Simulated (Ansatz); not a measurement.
## Notes on TiPbO3

```
Pb Ti O
1.0
     4.00441    4.00441    0.00000
     0.00000    4.00441    4.00441
     4.00441    0.00000    4.00441
Pb Ti O
2 2 6
Cartesian
  0.0000 0.0000 0.0000
  4.0044 4.0044 4.0044
  2.0022 2.0022 2.0022
  6.0066 6.0066 6.0066
  0.0000 2.0022 2.0022
  4.0044 2.0022 2.0022
  2.0022 0.0000 2.0022
  2.0022 4.0044 2.0022
  2.0022 2.0022 4.0044
  2.0022 2.0022 0.0000
```

The numbers come from plane-wave PAW DFT (Ansatz): PBE, no spin polarisation, 420 eV, 6×6×6 Γ-centred k points, fermi-dirac occupations (width 0.1 eV). Nothing was relaxed.

Task: Which orbitals make up the band edges?

Result: Within 0.7 eV of the edges, the states project mainly on O p (91 %) below the gap and on Ti d (90 %) above it.

Task: Give the Bader charges.

Result: Bader charges in e: Ti +2.25, Pb +1.39, O -1.21. In the mean Ti gives up most and O takes most.

Task: Is it stable against the elements?

Result: -2.27 eV an atom against the elements' usual phases (free molecules for gases, crystals otherwise, with no correction for O₂ or N₂), so it is bound against them; other compounds may still compete. Relaxing would lower it.

Task: What do density and ELF say about some of the short contacts?

Result: Ti–O at 2.00 Å: least valence density 0.63 e/Å³ and ELF 0.20 there. Pb–O at 2.83 Å: least valence density 0.16 e/Å³ and ELF 0.10 there, a closed-shell (ionic or weak) contact. These are pseudo-fields; inside the PAW spheres they differ from the all-electron ones.

Task: What does the stress say?

Result: The pressure is -4.6 GPa (compression positive), so with the atoms held at these fractions the cell would first shrink.

Task: Metal or insulator? Give the gap.

Result: The gap is 1.68 eV, indirect (the least direct gap found is 1.69 eV). A semilocal functional usually gives too small a gap.

Origin: a database entry at a rescaled volume. Caveats: no spin-orbit coupling, which can shift this gap by tenths of an eV.
